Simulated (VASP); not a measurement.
**RbBr: single point with r2SCAN**

Crystal: RbBr.

```
Rb Br
1.0
     4.09513    0.00000    0.00000
     0.00000    4.09513    0.00000
     0.00000    0.00000    4.24986
Rb Br
1 1
Direct
  0.00000 0.00000 0.00000
  0.50000 0.50000 0.50000
```

The cell comes from a database or a generator and needn't be the stable form of this composition.

The cell isn't the ideal one: uniaxial strain along c, a, b and atoms relaxed: +3.0 %.

```
Program                : VASP 6.6.1
Task                   : single point
Functional             : r2SCAN
Potentials or basis    : VASP PAW PBE potentials, release 64 (Rb_sv, Br)
Cutoff                 : 520 eV
k mesh                 : 6 × 6 × 6
Occupations            : gaussian, width 0.02 eV
Spin                   : no spin polarisation
Dipole correction      : no
Further INCAR settings : ALGO = Normal; EDIFF = 1e-06; NBANDS = 15
```

| Property | Result |
| --- | --- |
| Pressure | -0.2 GPa |
| Band gap on the k mesh | 4.70 eV, indirect (least direct gap 4.85 eV) |

Stress tensor (GPa, compression positive):
```
 0.18  0.00  0.00
 0.00  0.18  0.00
 0.00  0.00 -0.94
```

Levels at points of the mesh, in eV from the valence-band top:
| k point | band 6 | band 7 | band 8 | band 9 | band 10 | band 11 |
| --- | --- | --- | --- | --- | --- | --- |
| (0.00, 0.00, 0.00) | -0.33 | -0.15 | -0.15 | 4.70 | 6.01 | 6.14 |
| (0.50, 0.00, 0.00) | -1.73 | -0.40 | -0.19 | 7.40 | 7.68 | 8.32 |
| (0.50, 0.50, 0.00) | -1.11 | -1.11 | -0.16 | 5.92 | 6.64 | 8.36 |
| (0.00, 0.00, 0.50) | -1.72 | -0.23 | -0.23 | 7.33 | 7.65 | 8.05 |
| (0.50, 0.00, 0.50) | -1.15 | -1.07 | 0.00 | 5.83 | 6.93 | 8.66 |
| (0.50, 0.50, 0.50) | -1.38 | -1.38 | -1.33 | 8.65 | 8.82 | 8.82 |

Wall time 110 s on 1 thread of AMD EPYC 7R13 Processor (Zen 3), on a shared host, peak memory 0.17 GiB.

Caveat: the PAW data sets were made with another functional, which shifts forces and pressure a little. A k mesh can miss the band edges.
